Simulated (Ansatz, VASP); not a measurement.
## Two plane-wave programs on MgI2

```
CELL_PARAMETERS angstrom
4.31661 0.00000 0.00000
-2.15830 3.73829 0.00000
0.00000 0.00000 6.82561
ATOMIC_POSITIONS crystal
Mg 0.00000 0.00000 0.00000
I 0.33333 0.66667 0.76558
I 0.66667 0.33333 0.23442
```

Change from the starting cell: biaxial strain in the a-b plane, c and atoms relaxed: +4.5 %.

Alike in both runs: functional PBEsol; k mesh 6 × 6 × 4; occupations gaussian, width 0.02 eV; no spin polarisation.

Ansatz relaxed the structure, and its values are those at the end. VASP's run is a single point on that final structure, the one shown.

|  | VASP | Ansatz |
| --- | --- | --- |
| version | VASP 6.6.1 | Ansatz 0.2.0 |
| potentials or method | VASP PAW PBE potentials, release 64 (Mg, I) | scalar-relativistic, plane waves, PAW |
| plane-wave cutoff (eV) | 520 | 420 |
| valence electrons in the cell | 16 | 44 |

|  | VASP | Ansatz | Ansatz less VASP |
| --- | --- | --- | --- |
| gap on the k mesh at the Fermi level (eV) | 3.10 | 3.11 | +0.010 |
| least direct gap on the mesh (eV) | 3.10 | 3.11 | +0.010 |
| pressure (GPa) | -1.4 | -1.4 | +0.03 |

The two sets of potentials don't hold the same shells in valence.

Caveats: the PAW data sets were made with another functional, which shifts forces and pressure a little (VASP); spin-orbit coupling is left out, which moves the levels of the heavy elements; this functional lacks dispersion, which binds the layers, so the pressure and a relaxed spacing across them are unreliable. A k mesh can miss the band edges.
